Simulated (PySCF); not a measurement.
Theory: PySCF 2.14.0, delta-SCF UKS SCAN, pcX-2 on the ionised atom, pcseg-1 elsewhere, spin-free X2C. Geometries: PBE0-D3(BJ)/def2-SVP; isolated species, one conformer each. Values against the vacuum level. The 2p values aren't plain energy differences: one relaxed spin-free 2p hole is combined with a matrix within the shell (ground-state 2p orbital-energy differences and spin–orbit coupling). 2p3/2, the mean of its two sublevels, lies a third of the splitting below the shell's mean and 2p1/2 two thirds above it; the statistical areas are 2:1.

Question: Order these sites by rising C 1s binding energy.
A. C1 in `[CH3:1][C:2]#[C:3][Si@@H:4]1[CH2:5][CH2:6][SiH2:7][O:8]1`
B. C2 in `[CH3:1][CH2:2][C:3](=[O:4])[O-:5]`
C. C1 in `[CH3:1][O:2][C:3]1=[CH:4][SiH2:5][CH:6]=[CH:7][SiH2:8]1`
D. C1 in `[CH2:1]=[CH:2]/[CH:3]=[P:4]\[PH2:5]`
E. C2 in `[CH:1]#[C:2][PH:3][CH2:4][PH2:5]`

Answer: B (285.51 eV), D (290.04 eV), E (290.53 eV), A (291.73 eV), C (292.38 eV).

The highest is bonded to O and 3 H, the lowest to 2 C and 2 H in a species of charge -1; the range is 6.87 eV.

Question: Order these sites by rising P 1s binding energy.
A. P3 in `[CH:1]#[C:2][PH:3][CH2:4][PH2:5]`
B. Phosphorus in `[PH2][GeH2][Br]`
C. P4 in `[CH2:1]=[CH:2]/[CH:3]=[P:4]\[PH2:5]`

Answer: C (2149.26 eV), B (2150.25 eV), A (2150.63 eV).

The highest is bonded to 2 C and H, the lowest to C (double bond) and P; the range is 1.37 eV.

Question: Rank by computed P 2p3/2 binding energy, lowest first.
A. P5 in `[CH2:1]=[CH:2]/[CH:3]=[P:4]\[PH2:5]`
B. Phosphorus in `[PH2][GeH2][Br]`
C. P3 in `[CH:1]#[C:2][PH:3][CH2:4][PH2:5]`

Answer: A (136.24 eV), B (136.72 eV), C (136.97 eV).

The highest is bonded to 2 C and H, the lowest to 2 H and P; the range is 0.73 eV.

1 of these hole states is spin-contaminated (⟨S²⟩ 0.87, against 0.75; counted from 0.85) and less certain. The basis sets have no added diffuse functions, a weakness for anions.
